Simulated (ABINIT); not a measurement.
# AlP (F-43m): G0W0 in ABINIT against the bands in the screening

How does the gap of AlP (F-43m) converge in the bands in the screening?

Calculated with ABINIT 10.8.3; PBE and many-body steps on it, plane waves.

The database entry behind the starting cell differs from later determinations by our own check (0.1 to 0.3 % short, probably kX units), so it need not match the best structure at ambient conditions.

## Step 1: Starting point

The structure is cubic, space group F-43m (No. 216). Conventional cell: a = 5.451 Å, b = 5.451 Å, c = 5.451 Å, α = 90.00°, β = 90.00°, γ = 90.00°. Nearest to Al lie 4 P at 2.36 Å. Nearest to P lie 4 Al at 2.36 Å. Farther neighbours are not listed.

As a file:

```cif
data_structure
_symmetry_space_group_name_H-M 'F-43m'
_symmetry_Int_Tables_number 216
_cell_length_a 5.4510
_cell_length_b 5.4510
_cell_length_c 5.4510
_cell_angle_alpha 90.000
_cell_angle_beta 90.000
_cell_angle_gamma 90.000
_cell_volume 161.97
loop_
_atom_site_label
_atom_site_type_symbol
_atom_site_symmetry_multiplicity
_atom_site_Wyckoff_symbol
_atom_site_fract_x
_atom_site_fract_y
_atom_site_fract_z
_atom_site_occupancy
Al1 Al 4 a 0.00000 0.00000 0.00000 1
P1 P 4 d 0.25000 0.25000 0.75000 1
```

The cell and positions come from the Crystallography Open Database and are kept as given unless a step says otherwise.

## Step 2: Screening, 4×4×4 mesh, 12 bands, screening to 130.6 eV

This step: ABINIT 10.8.3; RPA screening on PBE, plane waves, norm-conserving pseudopotentials.

The RPA dielectric matrix is built and inverted for each q.

run.abi reads:

```
acell 3*1.0 Angstrom
rprim 
  -0.000000000000 2.725500000000 2.725500000000
  2.725500000000 -0.000000000000 2.725500000000
  2.725500000000 2.725500000000 -0.000000000000
ntypat 2
znucl 13 15
natom 2
typat 1 2
xred 
  0.000000000000 0.000000000000 0.000000000000
  0.250000000000 0.250000000000 0.250000000000
pp_dirpath "pseudos"
pseudos "Al.upf, P.upf"
ecut 18
ngkpt 4 4 4
nshiftk 1
shiftk 0 0 0
kptopt 1
chksymbreak 0
istwfk *1
occopt 1
irdwfk 1
optdriver 3
nband 12
ecuteps 4.8
inclvkb 2
awtr 1
symchi 1
indata_prefix "in"
outdata_prefix "out"
tmpdata_prefix "tmp"
```

Command:

```console
> OMP_NUM_THREADS=1 mpirun -n 4 abinit run.abi > log
```

Log:

```text
.Version 10.8.3 of ABINIT. v10.8.2 released Aug 2026.

 Symmetries : space group F-4 3 m (#216); Bravais cF (face-center cubic)
[... echo of the input left out ...]
== DATASET  1 ==================================================================
-   mpi_nproc: 4, omp_nthreads: 1 (-1 if OMP is not activated)

--- !DatasetInfo
iteration_state: {dtset: 1, }
dimensions: {natom: 2, nkpt: 8, mband: 12, nsppol: 1, nspinor: 1, nspden: 1, mpw: 1008, }
cutoff_energies: {ecut:  18.0, pawecutdg:  -1.0, }
electrons: {nelect:   8.00000000E+00, charge:   0.00000000E+00, occopt:   1.00000000E+00, tsmear:   1.00000000E-02, }

 SCREENING: Calculation of the susceptibility and dielectric matrices

 Based on a program developped by R.W. Godby, V. Olevano, G. Onida, and L. Reining.
 Incorporated in ABINIT by V. Olevano, G.-M. Rignanese, and M. Torrent.
.Using double precision arithmetic ; gwpc =  8

[... cell and pseudopotentials left out ...]
--------------------------------------------------------------------------------

 ==== K-mesh for the wavefunctions ====
 Number of points in the irreducible wedge :     8
[... list of points left out ...]
 Together with 24 symmetry operations and time-reversal symmetry
 yields    64 points in the full Brillouin Zone.

 ==== Q-mesh for the screening function ====
 Number of points in the irreducible wedge :     8
[... list of points left out ...]
 Together with 24 symmetry operations and time-reversal symmetry
 yields    64 points in the full Brillouin Zone.

 setmesh: FFT mesh size selected  =    24x   24x   24
          total number of points  =        13824

 vcoul_init : cutoff-mode = AUXILIARY_FUNCTION
 q-points for optical limit:   1
     1)      0.000010    0.000020    0.000030

- screening: taking advantage of time-reversal symmetry
- Maximum band index for partially occupied states nbvw = 4
- Remaining bands to be divided among processors   nbcw = 8
- Number of bands treated by each node ~2

 Number of electrons calculated from density =    8.0000; Expected =    8.0000
 average of density, n =  0.029277
 r_s =    2.0128
 omega_plasma =   16.5051 [eV]

 calculating chi0 at frequencies [eV] :
  1    0.000000E+00    0.000000E+00
  2    0.000000E+00    1.650509E+01

--------------------------------------------------------------------------------
  q-point number  1        q = ( 0.000000, 0.000000, 0.000000) [r.l.u.]
--------------------------------------------------------------------------------
[... chi0 elements left out ...]
 For q-point:  0.000010 0.000020 0.000030
  dielectric constant =  10.6051
  dielectric constant without local fields =  12.1665

  Average fulfillment of the sum rule on Im[epsilon] for q-point    1 :     22.82  [%]
[... wings left out ...]
  q-point number  2        q = ( 0.250000, 0.000000, 0.000000) [r.l.u.]
--------------------------------------------------------------------------------
[... chi0 elements left out ...]
  Average fulfillment of the sum rule on Im[epsilon] for q-point    2 :     68.56  [%]

 [... 6 further q-points ...]
```

Wall time 2.5 s (4 MPI ranks of Arm Neoverse V1, shared host); peak memory 0.08 GiB.

This step gave:

- ε∞ with local fields, on this mesh, along the program's q direction: 10.61
- the same without local fields: 12.17
- plasma frequency: 16.51 eV
- plane waves in the screening matrix: 137

Local fields lower ε∞ by 13 %. On a Γ-centred mesh this coarse the value itself is usually too large, while a short band sum pulls it down.

## Step 3: 12 bands

This step: G0W0 on PBE, plane waves, norm-conserving pseudopotentials.

run.abi, as its differences from that of step 2:

```diff
@@ -23,8 +23,17 @@
 irdwfk 1
-optdriver 3
-nband 12
+optdriver 4
+nband 69
+gwcalctyp 0
+ecutsigx 18
+symsigma 1
+nkptgw 2
+kptgw 
+  0.0000000000 0.0000000000 0.0000000000
+  0.5000000000 0.5000000000 0.0000000000
+bdgw 
+  2 8
+  3 6
 ecuteps 4.8
-inclvkb 2
-awtr 1
-symchi 1
+irdscr 1
+ppmodel 1
 indata_prefix "in"
```

Log:

```text
.Version 10.8.3 of ABINIT. v10.8.2 released Aug 2026.

 Symmetries : space group F-4 3 m (#216); Bravais cF (face-center cubic)
[... echo of the input left out ...]
== DATASET  1 ==================================================================
-   mpi_nproc: 4, omp_nthreads: 1 (-1 if OMP is not activated)

--- !DatasetInfo
iteration_state: {dtset: 1, }
dimensions: {natom: 2, nkpt: 8, mband: 69, nsppol: 1, nspinor: 1, nspden: 1, mpw: 1008, }
cutoff_energies: {ecut:  18.0, pawecutdg:  -1.0, }
electrons: {nelect:   8.00000000E+00, charge:   0.00000000E+00, occopt:   1.00000000E+00, tsmear:   1.00000000E-02, }

 SIGMA: Calculation of the GW corrections

 Based on a program developped by R.W. Godby, V. Olevano, G. Onida, and L. Reining.
 Incorporated in ABINIT by V. Olevano, G.-M. Rignanese, and M. Torrent.
.Using double precision arithmetic ; gwpc =  8

[... cell and pseudopotentials left out ...]
--------------------------------------------------------------------------------

 ==== K-mesh for the wavefunctions ====
 Number of points in the irreducible wedge :     8
[... list of points left out ...]
 Together with 24 symmetry operations and time-reversal symmetry
 yields    64 points in the full Brillouin Zone.

 ==== Q-mesh for screening function ====
 Number of points in the irreducible wedge :     8
[... list of points left out ...]
 Together with 24 symmetry operations and time-reversal symmetry
 yields    64 points in the full Brillouin Zone.

 vcoul_init : cutoff-mode = AUXILIARY_FUNCTION
 q-points for optical limit:   1
     1)      0.000010    0.000020    0.000030
 setmesh: FFT mesh size selected  =    27x   27x   27
          total number of points  =        19683

 Number of electrons calculated from density =    8.0000; Expected =    8.0000
 average of density, n =  0.029277
 r_s =    2.0128
 omega_plasma =   16.5051 [eV]

 === KS Band Gaps ===
  >>>> For spin  1
   Minimum direct gap =   3.3252 [eV], located at k-point      :   0.0000  0.0000  0.0000
   Fundamental gap    =   1.5639 [eV], Top of valence bands at :   0.0000  0.0000  0.0000
                                       Bottom of conduction at :   0.5000  0.5000  0.0000
 SIGMA fundamental parameters:
 PLASMON POLE MODEL  1
 number of plane-waves for SigmaX                  965
 number of plane-waves for SigmaC and W            137
 number of plane-waves for wavefunctions           965
 number of bands                                    69
 number of independent spin polarizations            1
 number of spinorial components                      1
 number of k-points in IBZ                           8
 number of q-points in IBZ                           8
 number of symmetry operations                      24
 number of k-points in BZ                           64
 number of q-points in BZ                           64
 number of frequencies for dSigma/dE                 9
 frequency step for dSigma/dE [eV]                0.25
 number of omega for Sigma on real axis              0
 max omega for Sigma on real axis  [eV]           0.00
 zcut for avoiding poles [eV]                     0.10

 EPSILON^-1 parameters (SCR file):
 dimension of the eps^-1 matrix on file            137
 dimension of the eps^-1 matrix used               137
 number of plane-waves for wavefunctions           965
 number of bands                                    12
 number of q-points in IBZ                           8
 number of frequencies                               2
 number of real frequencies                          1
 number of imag frequencies                          1

 matrix elements of self-energy operator (all in [eV])

 Perturbative Calculation

--- !SelfEnergy_ee
iteration_state: {dtset: 1, }
kpoint     : [   0.000,    0.000,    0.000, ]
spin       : 1
KS_gap     :    3.325
QP_gap     :    4.221
Delta_QP_KS:    0.896
data: !SigmaeeData |
     Band     E0 <VxcDFT>   SigX SigC(E0)      Z dSigC/dE  Sig(E)    E-E0       E
        2   3.875 -11.917 -14.194   1.965   0.772  -0.296 -12.158  -0.241   3.634
        3   3.875 -11.917 -14.194   1.965   0.772  -0.296 -12.158  -0.241   3.634
        4   3.875 -11.917 -14.194   1.965   0.772  -0.296 -12.158  -0.241   3.634
        5   7.200 -10.063  -5.461  -3.767   0.785  -0.274  -9.408   0.655   7.855
        6   8.440  -9.549  -4.917  -3.703   0.783  -0.277  -8.821   0.727   9.167
        7   8.440  -9.549  -4.917  -3.703   0.783  -0.277  -8.821   0.727   9.167
        8   8.440  -9.549  -4.917  -3.703   0.783  -0.277  -8.821   0.727   9.167

--- !SelfEnergy_ee
iteration_state: {dtset: 1, }
kpoint     : [   0.500,    0.500,    0.000, ]
spin       : 1
KS_gap     :    3.679
QP_gap     :    4.553
Delta_QP_KS:    0.874
data: !SigmaeeData |
     Band     E0 <VxcDFT>   SigX SigC(E0)      Z dSigC/dE  Sig(E)    E-E0       E
        3   1.760 -10.976 -14.079   2.596   0.761  -0.314 -11.362  -0.386   1.374
        4   1.760 -10.976 -14.079   2.596   0.761  -0.314 -11.362  -0.386   1.374
        5   5.439  -8.285  -4.492  -3.183   0.800  -0.250  -7.797   0.488   5.927
        6   6.343  -9.002  -4.950  -3.229   0.797  -0.254  -8.346   0.656   7.000

== END DATASET(S) ==============================================================
================================================================================

 -outvars: echo values of variables after computation  --------
           etotal      0.0000000000E+00
            nband          69
             nkpt           8
          spgroup         216
 [... the other variables as echoed above ...]

 Calculation completed.
```

Wall time 4.2 s (4 MPI ranks); peak memory 0.41 GiB.

This step gave:

```
G0W0 gap on the points computed              : 2.293 eV
starting gap on the mesh                     : 1.564 eV
k of the valence top                         : 0, 0, 0
k of the conduction bottom                   : 0.5, 0.5, 0
Z at the valence top                         : 0.772
Z at the conduction bottom                   : 0.8
least direct G0W0 gap on the computed points : 4.221 eV
```

## Step 4: Screening, 4×4×4 mesh, 19 bands, screening to 130.6 eV

This step: RPA screening on PBE, plane waves, norm-conserving pseudopotentials.

run.abi, as its differences from that of step 3:

```diff
@@ -23,17 +23,8 @@
 irdwfk 1
-optdriver 4
-nband 69
-gwcalctyp 0
-ecutsigx 18
-symsigma 1
-nkptgw 2
-kptgw 
-  0.0000000000 0.0000000000 0.0000000000
-  0.5000000000 0.5000000000 0.0000000000
-bdgw 
-  2 8
-  3 6
+optdriver 3
+nband 19
 ecuteps 4.8
-irdscr 1
-ppmodel 1
+inclvkb 2
+awtr 1
+symchi 1
 indata_prefix "in"
```

Log:

```text
.Version 10.8.3 of ABINIT. v10.8.2 released Aug 2026.

 Symmetries : space group F-4 3 m (#216); Bravais cF (face-center cubic)
[... echo of the input left out ...]
== DATASET  1 ==================================================================
-   mpi_nproc: 4, omp_nthreads: 1 (-1 if OMP is not activated)

--- !DatasetInfo
iteration_state: {dtset: 1, }
dimensions: {natom: 2, nkpt: 8, mband: 19, nsppol: 1, nspinor: 1, nspden: 1, mpw: 1008, }
cutoff_energies: {ecut:  18.0, pawecutdg:  -1.0, }
electrons: {nelect:   8.00000000E+00, charge:   0.00000000E+00, occopt:   1.00000000E+00, tsmear:   1.00000000E-02, }

 SCREENING: Calculation of the susceptibility and dielectric matrices

 Based on a program developped by R.W. Godby, V. Olevano, G. Onida, and L. Reining.
 Incorporated in ABINIT by V. Olevano, G.-M. Rignanese, and M. Torrent.
.Using double precision arithmetic ; gwpc =  8

[... cell and pseudopotentials left out ...]
--------------------------------------------------------------------------------

 ==== K-mesh for the wavefunctions ====
 Number of points in the irreducible wedge :     8
[... list of points left out ...]
 Together with 24 symmetry operations and time-reversal symmetry
 yields    64 points in the full Brillouin Zone.

 ==== Q-mesh for the screening function ====
 Number of points in the irreducible wedge :     8
[... list of points left out ...]
 Together with 24 symmetry operations and time-reversal symmetry
 yields    64 points in the full Brillouin Zone.

 setmesh: FFT mesh size selected  =    24x   24x   24
          total number of points  =        13824

 vcoul_init : cutoff-mode = AUXILIARY_FUNCTION
 q-points for optical limit:   1
     1)      0.000010    0.000020    0.000030

- screening: taking advantage of time-reversal symmetry
- Maximum band index for partially occupied states nbvw = 4
- Remaining bands to be divided among processors   nbcw = 15
- Number of bands treated by each node ~3

 Number of electrons calculated from density =    8.0000; Expected =    8.0000
 average of density, n =  0.029277
 r_s =    2.0128
 omega_plasma =   16.5051 [eV]

 calculating chi0 at frequencies [eV] :
  1    0.000000E+00    0.000000E+00
  2    0.000000E+00    1.650509E+01

--------------------------------------------------------------------------------
  q-point number  1        q = ( 0.000000, 0.000000, 0.000000) [r.l.u.]
--------------------------------------------------------------------------------
[... chi0 elements left out ...]
 For q-point:  0.000010 0.000020 0.000030
  dielectric constant =  10.6526
  dielectric constant without local fields =  12.1801

  Average fulfillment of the sum rule on Im[epsilon] for q-point    1 :     41.77  [%]
[... wings left out ...]
  q-point number  2        q = ( 0.250000, 0.000000, 0.000000) [r.l.u.]
--------------------------------------------------------------------------------
[... chi0 elements left out ...]
  Average fulfillment of the sum rule on Im[epsilon] for q-point    2 :     74.68  [%]

 [... 6 further q-points ...]
```

Elapsed: 2.9 s, on 4 MPI ranks; peak memory 0.08 GiB; 11 s of CPU time.

Numbers from this step:

```
ε∞ with local fields, on this mesh, along the program's q direction : 10.65
the same without local fields                                       : 12.18
plasma frequency                                                    : 16.51 eV
plane waves in the screening matrix                                 : 137
```

## Step 5: 19 bands

The self-energy is evaluated for the states that the input lists, and the levels follow from it, in one-shot runs by the linearised quasiparticle equation.

This step: G0W0 on PBE, plane waves, norm-conserving pseudopotentials.

run.abi, as its differences from that of step 4:

```diff
@@ -23,8 +23,17 @@
 irdwfk 1
-optdriver 3
-nband 19
+optdriver 4
+nband 69
+gwcalctyp 0
+ecutsigx 18
+symsigma 1
+nkptgw 2
+kptgw 
+  0.0000000000 0.0000000000 0.0000000000
+  0.5000000000 0.5000000000 0.0000000000
+bdgw 
+  2 8
+  3 6
 ecuteps 4.8
-inclvkb 2
-awtr 1
-symchi 1
+irdscr 1
+ppmodel 1
 indata_prefix "in"
```

Log:

```text
.Version 10.8.3 of ABINIT. v10.8.2 released Aug 2026.

 Symmetries : space group F-4 3 m (#216); Bravais cF (face-center cubic)
[... echo of the input left out ...]
== DATASET  1 ==================================================================
-   mpi_nproc: 4, omp_nthreads: 1 (-1 if OMP is not activated)

--- !DatasetInfo
iteration_state: {dtset: 1, }
dimensions: {natom: 2, nkpt: 8, mband: 69, nsppol: 1, nspinor: 1, nspden: 1, mpw: 1008, }
cutoff_energies: {ecut:  18.0, pawecutdg:  -1.0, }
electrons: {nelect:   8.00000000E+00, charge:   0.00000000E+00, occopt:   1.00000000E+00, tsmear:   1.00000000E-02, }

 SIGMA: Calculation of the GW corrections

 Based on a program developped by R.W. Godby, V. Olevano, G. Onida, and L. Reining.
 Incorporated in ABINIT by V. Olevano, G.-M. Rignanese, and M. Torrent.
.Using double precision arithmetic ; gwpc =  8

[... cell and pseudopotentials left out ...]
--------------------------------------------------------------------------------

 ==== K-mesh for the wavefunctions ====
 Number of points in the irreducible wedge :     8
[... list of points left out ...]
 Together with 24 symmetry operations and time-reversal symmetry
 yields    64 points in the full Brillouin Zone.

 ==== Q-mesh for screening function ====
 Number of points in the irreducible wedge :     8
[... list of points left out ...]
 Together with 24 symmetry operations and time-reversal symmetry
 yields    64 points in the full Brillouin Zone.

 vcoul_init : cutoff-mode = AUXILIARY_FUNCTION
 q-points for optical limit:   1
     1)      0.000010    0.000020    0.000030
 setmesh: FFT mesh size selected  =    27x   27x   27
          total number of points  =        19683

 Number of electrons calculated from density =    8.0000; Expected =    8.0000
[...]
number of omega for Sigma on real axis              0
 max omega for Sigma on real axis  [eV]           0.00
 zcut for avoiding poles [eV]                     0.10

 EPSILON^-1 parameters (SCR file):
 dimension of the eps^-1 matrix on file            137
 dimension of the eps^-1 matrix used               137
 number of plane-waves for wavefunctions           965
 number of bands                                    19
 number of q-points in IBZ                           8
 number of frequencies                               2
 number of real frequencies                          1
 number of imag frequencies                          1

 matrix elements of self-energy operator (all in [eV])

 Perturbative Calculation

--- !SelfEnergy_ee
iteration_state: {dtset: 1, }
kpoint     : [   0.000,    0.000,    0.000, ]
spin       : 1
KS_gap     :    3.325
QP_gap     :    4.180
Delta_QP_KS:    0.855
data: !SigmaeeData |
     Band     E0 <VxcDFT>   SigX SigC(E0)      Z dSigC/dE  Sig(E)    E-E0       E
        2   3.875 -11.917 -14.194   1.798   0.770  -0.299 -12.286  -0.369   3.506
        3   3.875 -11.917 -14.194   1.798   0.770  -0.299 -12.286  -0.369   3.506
        4   3.875 -11.917 -14.194   1.798   0.770  -0.299 -12.286  -0.369   3.506
[...]
--- !SelfEnergy_ee
iteration_state: {dtset: 1, }
kpoint     : [   0.500,    0.500,    0.000, ]
spin       : 1
KS_gap     :    3.679
QP_gap     :    4.513
Delta_QP_KS:    0.834
data: !SigmaeeData |
     Band     E0 <VxcDFT>   SigX SigC(E0)      Z dSigC/dE  Sig(E)    E-E0       E
[...]
5   5.439  -8.285  -4.492  -3.387   0.798  -0.253  -7.961   0.324   5.763
        6   6.343  -9.002  -4.950  -3.442   0.794  -0.259  -8.517   0.485   6.828

== END DATASET(S) ==============================================================
================================================================================

 -outvars: echo values of variables after computation  --------
           etotal      0.0000000000E+00
            nband          69
             nkpt           8
          spgroup         216
 [... the other variables as echoed above ...]

 Calculation completed.
```

It took 4.3 s on 4 MPI ranks; peak memory 0.41 GiB; 17 s of CPU time.

Numbers from this step:

```
G0W0 gap on the points computed              : 2.257 eV
starting gap on the mesh                     : 1.564 eV
k of the valence top                         : 0, 0, 0
k of the conduction bottom                   : 0.5, 0.5, 0
Z at the valence top                         : 0.77
Z at the conduction bottom                   : 0.798
least direct G0W0 gap on the computed points : 4.18 eV
```

The gap on the mesh goes from 1.56 eV to 2.26 eV, a correction of +0.69 eV.

(Part 1 of 2 ends here.)

[Paths, hosts, dates, memory and timing lines, banners, echoed tables and standing remarks are left out of the program output.]

[Logs are printed without paths, hosts, clocks, repeated set-up lines and the standing remarks that a program may print on its own settings, such as how far it seeks lower states.]

[Runs of the session that timed out or met a known fault of the program may be left out.]

[Hosts, paths, dates, database ids (printed as entryN), source tags and the programs' standing remarks are cut or masked in the printed files.]

[G0W0 gaps are taken among the corrected bands and points alone; a level outside them can change the order at an edge.]

[Where Ansatz stands beside ABINIT at settings called matched, ABINIT's density can come from a denser mesh and the files from another edition; pairs whose starting gaps differed by over 0.03 eV were left out, so agreement reads better than it is.]
